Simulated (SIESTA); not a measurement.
The system is Hf.

```
CELL_PARAMETERS angstrom
-1.80500 1.80500 1.80500
1.80500 -1.80500 1.80500
1.80500 1.80500 -1.80500
ATOMIC_POSITIONS crystal
Hf 0.00000 0.00000 0.00000
```

This isn't the form of Hf at room conditions, which is hcp.

| Quantity | Value |
| --- | --- |
| Program | SIESTA 5.4.2 |
| Task | single point |
| Functional | PBE |
| Potentials or basis | PseudoDojo 0.4 standard (PBE files) |
| Basis | DZP (energy shift 0.002 Ry) |
| Grid cutoff | 800 Ry |
| Energy shift | 0.002 Ry |
| k mesh | 10 × 10 × 10 |
| Occupations | fermi-dirac, width 0.05 eV |
| Spin | no spin polarisation |

On this cell: pressure -5.4 GPa; band gap on the k mesh none (metal or under the smearing width).

The same run follows on a disturbed copy (cell strained at random at fixed volume):

```
Hf
1.0
    -1.73538    1.78809    1.84034
     1.76840   -1.76106    1.84632
     1.78180    1.80748   -1.81331
Hf
1
Direct
  0.98347 0.99320 0.98959
```

**Question.** What changes?

**Answer.** The energy (extrapolated to zero smearing) moves by +2.7 meV/atom; pressure -5.3 GPa; band gap on the k mesh none (metal or under the smearing width).

Stress tensor (GPa, compression positive):
```
-5.98 -1.28 -0.99
-1.28 -5.41 -0.82
-0.99 -0.82 -4.57
```

Caveats: semicore shells carry a single zeta, which can move pressures by several GPa and volumes by a few percent; the basis of atomic orbitals isn't converged, which shifts pressures, moduli and gaps.
